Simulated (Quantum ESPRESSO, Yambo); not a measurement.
# Quasiparticle gap of LiCl (Fm-3m) in Yambo, part 2 of 2

Aim: the G0W0 gap of LiCl (Fm-3m) on PBE, step by step.

Quantum ESPRESSO 7.5 and Yambo 5.3.0; PBE and many-body steps on it, plane waves. Known limits of the many-body steps: not at the basis limit; coarse k mesh.

So far. Step 2 (Ground state): The gap is direct, at Γ. Step 3 (Bands along the symmetry lines): The gap is 6.282 eV, −0.002 eV from the run before at this level.

### Step 4. Empty states on the mesh, 4×4×4 mesh, 146 bands

Level of this step: DFT, PBE, plane waves, norm-conserving pseudopotentials (Quantum ESPRESSO).

The sums over transitions need many empty states on a uniform mesh; this step solves for them.

Contents of pw.in:

```
&control
  calculation = 'nscf'
  prefix = 'x'
  outdir = 'o'
  pseudo_dir = 'pseudo'
/
&system
  ibrav = 0
  nat = 2
  ntyp = 2
  ecutwfc = 66.0
  nbnd = 146
  force_symmorphic = .true.
/
&electrons
  conv_thr = 1e-9
  electron_maxstep = 80
  diago_full_acc = .true.
  diago_thr_init = 5e-6
/
ATOMIC_SPECIES
  Li 6.94 Li.upf
  Cl 35.45 Cl.upf
CELL_PARAMETERS angstrom
  0.0000000000 2.5715000000 2.5715000000
  2.5715000000 0.0000000000 2.5715000000
  2.5715000000 2.5715000000 -0.0000000000
ATOMIC_POSITIONS crystal
  Li 0.0000000000 0.0000000000 0.0000000000
  Cl 0.5000000000 0.5000000000 0.5000000000
K_POINTS automatic
  4 4 4 0 0 0
```

Started as:

```
$ OMP_NUM_THREADS=1 mpirun -n 4 pw.x -nk 4 -in pw.in > pw.out
```

Output:

```text
[banner, memory and clock lines left out]
Program PWSCF v.7.5 starts

     Atomic positions and unit cell read from directory:
     o/x.save/

     Message from routine setup:
     using ibrav=0 with symmetry is DISCOURAGED, use correct ibrav instead

     G-vector sticks info

     bravais-lattice index     =            0
     lattice parameter (alat)  =       6.8723  a.u.
     unit-cell volume          =     229.5018 (a.u.)^3
     number of atoms/cell      =            2
     number of atomic types    =            2
     number of electrons       =        10.00
     number of Kohn-Sham states=          146
     kinetic-energy cutoff     =      66.0000  Ry
     charge density cutoff     =     264.0000  Ry
     Exchange-correlation= PBE
                           (   1   4   3   4   0   0   0)

     celldm(1)=   6.872273  celldm(2)=   0.000000  celldm(3)=   0.000000
     celldm(4)=   0.000000  celldm(5)=   0.000000  celldm(6)=   0.000000

     crystal axes: (cart. coord. in units of alat)
               a(1) = (   0.000000   0.707107   0.707107 )
               a(2) = (   0.707107   0.000000   0.707107 )
               a(3) = (   0.707107   0.707107  -0.000000 )

     reciprocal axes: (cart. coord. in units 2 pi/alat)
               b(1) = ( -0.707107  0.707107  0.707107 )
               b(2) = (  0.707107 -0.707107  0.707107 )
               b(3) = (  0.707107  0.707107 -0.707107 )
     Pseudo is Norm-conserving, Zval =  3.0
     Generated using ONCVPSP code by D. R. Hamann
     Using radial grid of 1944 points,  4 beta functions with:
     Pseudo is Norm-conserving + core correction, Zval =  7.0
     Generated using ONCVPSP code by D. R. Hamann
     Using radial grid of 1028 points,  6 beta functions with:
     Li                3.00     6.94000     Li( 1.00)
     Cl                7.00    35.45000     Cl( 1.00)

     48 Sym. Ops., with inversion, found

   Cartesian axes

     site n.     atom                  positions (alat units)
         1        Li     tau(   1) = (   0.0000000   0.0000000   0.0000000  )
         2        Cl     tau(   2) = (   0.7071068   0.7071068   0.7071068  )

     number of k points=     8
                       cart. coord. in units 2pi/alat
        k(    1) = (   0.0000000   0.0000000   0.0000000), wk =   0.0312500
        k(    2) = (   0.1767767   0.1767767  -0.1767767), wk =   0.2500000
        k(    3) = (  -0.3535534  -0.3535534   0.3535534), wk =   0.1250000
[...]
k(    7) = (  -0.7071068   0.0000000   0.0000000), wk =   0.0937500
        k(    8) = (  -0.7071068   0.3535534   0.0000000), wk =   0.1875000

     Dense  grid:    16529 G-vectors     FFT dimensions: (  36,  36,  36)

     The potential is recalculated from file :
     o/x.save/charge-density

     Starting wfcs are    6 randomized atomic wfcs +  140 random wfcs

     Band Structure Calculation

     End of band structure calculation

          k = 0.0000 0.0000 0.0000 (  2085 PWs)   bands (ev):

   -41.8897 -11.7693   1.5999   1.5999   1.5999   7.8845  13.3924  13.3924
    13.3924  15.9195  15.9195  16.0926  16.0926  16.0926  18.0983  28.3360
    31.3001  31.3001  31.3001  34.3096  34.3096  34.3096  35.5810  35.5810
[...]
[... 7 further rows ...]
[...]
141.7413 146.2049

          k = 0.1768 0.1768-0.1768 (  2067 PWs)   bands (ev):

[...]
[... 7 further rows ...]
[...]
141.4972 141.5995

          k =-0.3536-0.3536 0.3536 (  2060 PWs)   bands (ev):

[...]
86.5950  87.8168  91.0241  91.0241  91.4957  91.4957  91.9494  95.5859
     [... 7 further rows ...]
   137.3089 137.4656 139.3825 140.0372 140.0372 142.2026 142.7680 142.8337
   142.8337 144.4369

          k = 0.3536 0.0000 0.0000 (  2045 PWs)   bands (ev):

     [... further k-points ...]

     highest occupied, lowest unoccupied level (ev):     1.5999    7.8845

     XML data file, pseudopotentials, collected wavefunctions
```

Elapsed: 7.3 s, on 4 MPI ranks of Intel Xeon Platinum 8259CL at 2.50GHz (Skylake/Cascade Lake), shared host; peak memory 0.32 GiB.

Numbers from this step:

| Quantity | Value |
| --- | --- |
| gap | 6.285 eV |
| k of the valence top | 0, 0, 0 |
| k of the conduction bottom | 0, 0, 0 |
| least direct gap | 6.285 eV |
| k points computed | 8 |
| lowest point of the top converged band, above the valence top | 139.9995 eV |

On this mesh the gap is 6.285 eV.

### Step 5. Conversion and set-up

This step: Yambo 5.3.0; conversion and set-up on PBE, plane waves, norm-conserving pseudopotentials.

The states are converted to the many-body program's format and the q mesh is built.

Started as:

```
$ (cd o/x.save; p2y > p2y.log; mv SAVE ../..); yambo > setup.log
```

Output:

```text
 Yambo, version 5.3.0

 [02] CORE Variables Setup
 =========================

  [02.01] Unit cells
  ==================

  Cell kind             :  FCC
  Atoms in the cell     :  Li  Cl
  number of Li atoms    :  1
  number of Cl atoms    :  1

  List of atomic masses
  Mass of Li    :  6.940000
  Mass of Cl    :  35.45000

  List of atomic coordinates    : [cc]
  Li1       :  0.000000  0.000000  0.000000  order 1
  Cl1       :  4.859431  4.859431  4.859431  order 2

  Alat factors          :  4.859431  4.859431  4.859431 [a.u.]
  Direct lattice volume :  229.5018 [a.u.]
  Direct lattice vectors:  A[ 1 ]  A[ 2 ]  A[ 3 ]
   A[ 1 ]:  0.000000  1.000000  1.000000  [iru]
   0.000000  4.859431  4.859431  [cc]
   A[ 2 ]:  1.000000  0.000000  1.000000  [iru]
   4.859431  0.000000  4.859431  [cc]
   A[ 3 ]:  1.000000  1.000000 -0.000000  [iru]
   4.859431  4.859431 -0.000000  [cc]

  Recip. lattice volume :  1.080820 [a.u.]
  Recip. lattice vectors:  B[ 1 ]  B[ 2 ]  B[ 3 ]
   B[ 1 ]: -0.500000  0.500000  0.500000  [iku]
  -0.646494  0.646494  0.646494  [cc]
   B[ 2 ]:  0.500000 -0.500000  0.500000  [iku]
   0.646494 -0.646494  0.646494  [cc]
   B[ 3 ]:  0.500000  0.500000 -0.500000  [iku]
   0.646494  0.646494 -0.646494  [cc]

  [02.02] Symmetries
  ==================

  Inversion symmetry    : yes
  Spatial inversion     : yes
  Inversion index       :  25
  K-space Time-reversal : no
  Magnetic symmetries   : no
  Group table correct   : yes
  Symmetries units      :  [cc]

   [S  1]:   1.0000      0.80582E-17  0.80582E-17  0.80582E-17   1.0000     -0.80582E-17 -0.80582E-17 -0.80582E-17   1.0000
   [S  2]:  -1.0000     -0.80582E-17  0.80582E-17 -0.80582E-17  -1.0000     -0.80582E-17  0.80582E-17  0.80582E-17   1.0000
   [S  3]:  -1.0000      0.80582E-17 -0.80582E-17 -0.80582E-17   1.0000      0.80582E-17  0.80582E-17 -0.80582E-17  -1.0000
[...]
[... 36 further rows ...]
   [S 47]:  0.80582E-17   1.0000     -0.80582E-17 -0.80582E-17  0.80582E-17  -1.0000       1.0000     -0.80582E-17  0.80582E-17
   [S 48]:  0.80582E-17  -1.0000      0.80582E-17 -0.80582E-17 -0.80582E-17   1.0000       1.0000      0.80582E-17 -0.80582E-17

  [02.03] Reciprocal space
  ========================

  nG shells         :  212
  nG charge         :  16529
  nG WFs            :  2667
  nC WFs            :  2120
  G-vecs. in first 21 shells:  [ Number ]
     1    9   15   27   51   59   65   89  113
    137   169   181   229   259   283   307   331   339
    387   411   459
  ...
  Shell energy in first 21 shells:  [ mHa ]
    0.00000      626.932      835.909      1671.82      2298.75      2507.73      3343.64      3970.57      4179.54
    5015.45      5642.39      6687.27      7314.20      7523.18      8359.09      8986.02      9195.00      10030.9
    10657.8      10866.8      11702.7
  ...

  [02.04] K-grid lattice
  ======================

  Compatible Grid is   : 3D
[...]
BZ  K-points                                      :   64

  K/Q-points units:
  rlu = crystal or reduced units; cc = cartesian coordinates; iku = interal k-units

  K [1]          [rlu]:  0.000000  0.000000  0.000000
         WF components:  2085
  K [2]          [rlu]:  0.16392E-16 -0.11364E-16  0.25000
         WF components:  2067
  K [3]          [rlu]: -0.32783E-16  0.22728E-16 -0.50000
         WF components:  2060
  K [4]          [rlu]:  0.59423E-17  0.25000      0.25000
         WF components:  2045
  K [5]          [rlu]: -0.15130E-16  0.25000     -0.50000
         WF components:  2081
  [... 2 further k-points ...]
  K [8]          [rlu]:  0.250000 -0.500000 -0.250000
         WF components:  2120

  [02.05] Energies & Occupations
  ==============================

  [X] === General ===
  [X] Electronic Temperature                        :  0.000000  0.000000 [eV K]
  [X] Bosonic    Temperature                        :  0.000000  0.000000 [eV K]
  [X] Finite Temperature mode                       : no
  [X] El. density                                   :  0.29404E+24 [cm-3]
  [X] Fermi Level                                   :  1.599947 [eV]

  [X] === Gaps and Widths ===
  [X] Conduction Band Min                           :  6.284525 [eV]
  [X] Valence Band Max                              :  0.000000 [eV]
  [X] Filled Bands                                  :   5
  [X] Empty Bands                                   :    6  146
  [X] Direct Gap                                    :  6.284525 [eV]
  [X] Direct Gap localized at k                     :  1
  [X] Indirect Gap                                  :  6.284525 [eV]
  [X] Indirect Gap between kpts                     :  1  1
  [X] Last valence band width                       :  1.084541 [eV]
  [X] 1st conduction band width                     :  3.173329 [eV]

  E @ K [1]:  [eV]
   -43.490      -13.369     -0.11625E-10 -0.83034E-11   0.0000       6.2845       11.792       11.792
   11.79243  14.31958  14.31958  14.49262  14.49262  14.49262  16.49838  26.73607
  occ @ K [1]
   2.000000  2.000000  2.000000  2.000000  2.000000  0.000000  0.000000  0.000000
[...]
E @ K [2]:  [eV]
[...]
occ @ K [2]
[...]
E @ K [3]:  [eV]
[...]
occ @ K [3]
[...]
E @ K [4]:  [eV]
[...]
occ @ K [4]
[...]
E @ K [5]:  [eV]
[...]
occ @ K [5]
[...]
[... 2 further k-points ...]
  E @ K [8]:  [eV]
[...]
occ @ K [8]
   2.000000  2.000000  2.000000  2.000000  2.000000  0.000000  0.000000  0.000000
   0.000000  0.000000  0.000000  0.000000  0.000000  0.000000  0.000000  0.000000

 [03] Transferred momenta grid and indexing
 ==========================================

 IBZ Q-points                                      :   8
 BZ  Q-points                                      :   64

 K/Q-points units:
 rlu = crystal or reduced units; cc = cartesian coordinates; iku = interal k-units

 Q [1]          [rlu]:  0.000000  0.000000  0.000000
 Q [2]          [rlu]:  0.10102E-16  0.10102E-16  0.25000
 Q [3]          [rlu]: -0.20204E-16 -0.20204E-16 -0.50000
[...]
Q [7]          [rlu]: -0.54817E-16 -0.50000     -0.50000
 Q [8]          [rlu]:  0.250000 -0.500000 -0.250000

  [03.01] X indexes
  =================

   [03.01.01] Sigma indexes
   ========================

 [06] Game Over & Game summary
```

The job ended after 3.1 s (1 MPI rank; peak memory 0.24 GiB).

### Step 6. Screening and self-energy, 4×4×4 mesh, 146 bands, screening to 210.9 eV

Now the one-shot GW correction: screening in the RPA, then the self-energy of the levels asked for.

This step: G0W0 on PBE, plane waves, norm-conserving pseudopotentials.

Contents of gw1.in:

```
HF_and_locXC
gw0
dyson
ppa
em1d
rim_cut
RandQpts= 1000000
RandGvec= 1 RL
EXXRLvcs= 66 Ry
VXCRLvcs= 264 Ry
Chimod= "HARTREE"
% BndsRnXp
 1 | 146 |
%
NGsBlkXp= 15.5 Ry
% LongDrXp
 1 | 1 | 1 |
%
% GbndRnge
 1 | 146 |
%
DysSolver= "n"
ExtendOut
PPAPntXp= 27.21138 eV
% QPkrange
 1 | 1 | 4 | 7 |
%
```

Started as:

```
$ OMP_NUM_THREADS=1 mpirun -n 4 yambo -F gw1.in -J gw1 -C gw1 > gw1.log
```

Output:

```text
 Yambo, version 5.3.0

 [02] CORE Variables Setup
 =========================

  [... cell, symmetries and grids as in the set-up ...]

  [02.05] Energies & Occupations
  ==============================

  [X] === General ===
  [X] Electronic Temperature                        :  0.000000  0.000000 [eV K]
  [X] Bosonic    Temperature                        :  0.000000  0.000000 [eV K]
  [X] Finite Temperature mode                       : no
  [X] El. density                                   :  0.29404E+24 [cm-3]
  [X] Fermi Level                                   :  1.599947 [eV]

  [X] === Gaps and Widths ===
  [X] Conduction Band Min                           :  6.284525 [eV]
  [X] Valence Band Max                              :  0.000000 [eV]
  [X] Filled Bands                                  :   5
  [X] Empty Bands                                   :    6  146
  [X] Direct Gap                                    :  6.284525 [eV]
  [X] Direct Gap localized at k                     :  1
  [X] Indirect Gap                                  :  6.284525 [eV]
  [X] Indirect Gap between kpts                     :  1  1
  [X] Last valence band width                       :  1.084541 [eV]
  [X] 1st conduction band width                     :  3.173329 [eV]

 [03] Transferred momenta grid and indexing
 ==========================================

 IBZ Q-points                                      :   8
 BZ  Q-points                                      :   64

 K/Q-points units:
 rlu = crystal or reduced units; cc = cartesian coordinates; iku = interal k-units

 Q [1]          [rlu]:  0.000000  0.000000  0.000000
 Q [2]          [rlu]:  0.10102E-16  0.10102E-16  0.25000
 Q [3]          [rlu]: -0.20204E-16 -0.20204E-16 -0.50000
 Q [4]          [rlu]:  0.27409E-16  0.25000      0.25000
 Q [5]          [rlu]:  0.51120E-17  0.25000      0.50000
 Q [6]          [rlu]: -0.20204E-16  0.25000     -0.25000
 Q [7]          [rlu]: -0.54817E-16 -0.50000     -0.50000
 Q [8]          [rlu]:  0.250000 -0.500000 -0.250000

 [04] Coloumb potential Random Integration (RIM)
 ===============================================

  [04.01] RIM initialization
  ==========================

  * Diagonal components only detected *

  8 x (sBL volume)        :  0.135103 [a.u.]
  sBZ random points       :  1000000
  Points outside the sBZ  :   7987327
  RL volume               :  1.080820 [a.u.]
  Integrated volume       :  1.082535 [a.u.]

  [04.02] RIM integrals
  =====================

  Gamma point sphere radius             :  0.093076 [a.u.]
  Points outside the sphere             :   799513
  [Int_sBZ(q=0) 1/q^2]*(Vol_sBZ)^(-1/3) =:  7.764325
                                 should be <:  7.795600

  Summary of Coulomb integrals for non-metallic bands |Q|[au] RIM/Bare

  Q [1] 0.100000E-4 0.995988 * Q [2] 0.279940 1.066027
  Q [4] 0.323247 1.064767 * Q [6] 0.457140 1.027401
  Q [5] 0.536044 1.020403 * Q [3] 0.559880 1.018189
  Q [7] 0.646494 1.014976 * Q [8] 0.722802 1.011976

 [05] Dipoles
 ============

  [05.01] Setup: observables and procedures
  =========================================

 [06] Dynamic Dielectric Matrix (PPA)
 ====================================

 [WR./gw1//ndb.pp]---------------------------------------------------------------
  Brillouin Zone Q/K grids (IBZ/BZ)                :    8   64    8   64
  RL vectors                                       :  2685 [WF]
  Coulomb cutoff potential                         : none
  Electronic Temperature                           :  0.000000 [K]
  Bosonic    Temperature                           :  0.000000 [K]
  PPA    diel. fun.  energies                      : Perdew, Burke & Ernzerhof(X)+Perdew, Burke & Ernzerhof(C)
  wavefunctions                                    : Perdew, Burke & Ernzerhof(X)+Perdew, Burke & Ernzerhof(C)
  Global Gauge                                     : length
  X matrix size                                    :  283
  X band range                                     :    1  146
  X e/h energy range                               : -1.000000 -1.000000 [eV]
  X Time ordering                                  : R
  X Hxc Kernel                                     : HARTREE
  X Drude frequency                                :  0.000000  0.000000
  X poles                                          :  100.0000 [o/o]
  RL vectors in the sum                            :  2685
  [r,Vnl] included                                 : yes
  Field direction                                  :  0.577350E-5  0.577350E-5  0.577350E-5
  BZ energy Double Grid                            : no
  BZ energy DbGd points                            : 0
  BZ Q point size factor                           : -1.000000
  X Optical Averaged directions                    : none

 [07] Local Exchange-Correlation + Non-Local Fock
 ================================================

 [VXC] Plane waves :  16529
 [EXS] Plane waves :  2109

 QP @ state[ 1 ] K range:  1  1
 QP @ state[ 1 ] b range:   4   7

 [xc] Functional : Perdew, Burke & Ernzerhof(X)+Perdew, Burke & Ernzerhof(C)
 [xc] LIBXC used to calculate xc functional
  PP Number of Atomic Species                      :  2
  NLCC RL compoments                               :  16529
  PP Number of Atomic Species                      :  2
  NLCC RL compoments                               :  16529

 [xc] E_xc :  -4.647338 [Ha]
      E_xc :  -9.294676 [Ry]

  Local XC kind (lXC) : Perdew, Burke & Ernzerhof(X)+Perdew, Burke & Ernzerhof(C)
  Non-Local XC kind (nlXC) : Hartree-Fock

  Corrections @ K [1] :  [eV]
 <4|nlXC|4> = -18.92446  0.53179E-17 <4|lXC|4> = -14.69504  0.000000
 <5|nlXC|5> = -18.92451 -0.30952E-17 <5|lXC|5> = -14.69504  0.000000
 <6|nlXC|6> = -4.706850  0.24715E-18 <6|lXC|6> = -9.165652  0.000000
 <7|nlXC|7> = -4.369921  0.18277E-17 <7|lXC|7> = -9.604471  0.000000

 [08] Dyson equation: Newton solver
 ==================================

  [08.01] G0W0 (W PPA)
  ====================

  [  GW  ] Bands range     :    1  146
  [GW/PPA] G damping       :  0.100000 [eV]

  QP @ state[ 1 ] K range:  1  1
  QP @ state[ 1 ] b range:   4   7

   Sc/G bands                                       :    1  146
   Sc/G damping                                     :  0.100000 ev
   Sc bands terminator                              : no
   Sx RL components                                 :  2109

   QP @ state[ 1 ] K range                          :  1  1
   QP @ state[ 1 ] b range                          :   4   7
   GF energies kind                                 : Perdew, Burke & Ernzerhof(X)+Perdew, Burke & Ernzerhof(C)
   GF WF`s kind                                     : Perdew, Burke & Ernzerhof(X)+Perdew, Burke & Ernzerhof(C)
   Xs energies kind                                 : Perdew, Burke & Ernzerhof(X)+Perdew, Burke & Ernzerhof(C)
   Xs WF`s kind                                     : Perdew, Burke & Ernzerhof(X)+Perdew, Burke & Ernzerhof(C)

 [11] Game Over & Game summary
```

The job ended after 90 s (4 MPI ranks; peak memory 1.4 GiB).

This step gave:

| Property | Result |
| --- | --- |
| G0W0 gap on the points computed | 9.000 eV |
| starting gap on the mesh | 6.285 eV |
| k of the valence top | 0, 0, 0 |
| k of the conduction bottom | 0, 0, 0 |
| least direct G0W0 gap on the computed points | 9.000 eV |
| Z at the valence top | 0.8099 |
| Z at the conduction bottom | 0.8511 |

The gap on the mesh goes from 6.28 eV to 9.00 eV, a correction of +2.72 eV.

Limits: finite bands, cutoff and mesh; coarse k mesh. v1 is the top filled band, c1 the lowest empty one. The levels before and after the correction (eV, zero at the valence-band top of each column):

```tsv
	conduction bottom	valence top
Kohn-Sham	6.28	0.00
G0W0	9.00	0.00
```

```tsv
	level	energy (eV)
Kohn-Sham	Γ v2-v1	0.000
Kohn-Sham	Γ c1	6.285
Kohn-Sham	Γ c2	11.792
G0W0	Γ v2-v1	0.000
G0W0	Γ c1	9.000
G0W0	Γ c2	15.007
```

### Step 7. Where the time went

Times are wall times on the hardware named with each run, good to a factor of about two.

```tsv
step	time	share	memory (GiB)
ground state	4.9 s	4 %	0.23
bands along the symmetry lines	4.7 s	4 %	0.22
empty states on the mesh	7.3 s	7 %	0.32
conversion and set-up	3.1 s	3 %	0.24
screening and self-energy	90 s	82 %	1.4
```

### Step 8. Outcome

| Item | Value |
| --- | --- |
| PBE gap | 6.28 eV, indirect (only 2 meV under the direct gap) |
| G0W0 gap on the mesh | 9.00 eV |
| GW settings | 4×4×4 mesh, 146 bands, screening to 210.9 eV, Godby-Needs plasmon pole |
| known limits | not at the basis limit; coarse k mesh |

What this shows: G0W0 moves the gap on the mesh from 6.28 eV to 9.00 eV (+2.72 eV), with Z of 0.81 and 0.85 at the edges. Only 1 of the mesh's irreducible points was corrected, so a valley elsewhere could overtake. The dearest step here is «screening and self-energy». Bands and cutoff are finite, so the gap is not at the basis limit. The miss can reach some tenths of an eV and take either sign; the mesh is an error of its own. In the G0W0 run levels were corrected at 1 k point alone, so a gap called «on the mesh» is the least over those, and an edge elsewhere would be missed. The 4×4×4 mesh is coarse for this cell, which bears on the long-range parts of exchange and screening.

[Paths, hosts, dates, memory and timing lines, banners, echoed tables and standing remarks are left out of the program output.]

[Logs are printed without paths, hosts, clocks, repeated set-up lines and the standing remarks that a program may print on its own settings, such as how far it seeks lower states.]

[Runs of the session that timed out or met a known fault of the program may be left out.]

[Hosts, paths, dates, database ids (printed as entryN), source tags and the programs' standing remarks are cut or masked in the printed files.]
